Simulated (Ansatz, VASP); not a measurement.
# One calculation of AlN, two programs

```
Al N
1.0
     3.30147    0.00000    0.00000
    -1.65073    2.85916    0.00000
     0.00000    0.00000    4.13987
Al N
2 2
Direct
  0.33333 0.66667 0.75000
  0.66667 0.33333 0.25000
  0.33333 0.66667 0.25000
  0.66667 0.33333 0.75000
```

Alike in both runs: task single point; functional PBEsol; k mesh 9 × 9 × 6; occupations gaussian, width 0.02 eV; no spin polarisation.

|  | VASP | Ansatz |
| --- | --- | --- |
| version | VASP 6.6.1 | Ansatz 0.2.0 |
| potentials or method | VASP PAW PBE potentials, release 64 (Al, N) | scalar-relativistic, plane waves, PAW |
| plane-wave cutoff (eV) | 520 | 600 |
| valence electrons in the cell | 16 | 16 |

Ansatz gave:

- gap on the k mesh at the Fermi level (eV): 3.33
- least direct gap on the mesh (eV): 3.33
- pressure (GPa): 0.0

Task: What did VASP give for the same quantities?

Result: gap on the k mesh at the Fermi level (eV): 3.34; least direct gap on the mesh (eV): 3.34; pressure (GPa): 0.0.

Ansatz warned: «pseudo_functional_mismatch».

Caveats: the PAW data sets were made with another functional, which shifts forces and pressure a little (VASP). PBEsol gaps usually lie below the measured ones, often by a third to a half.
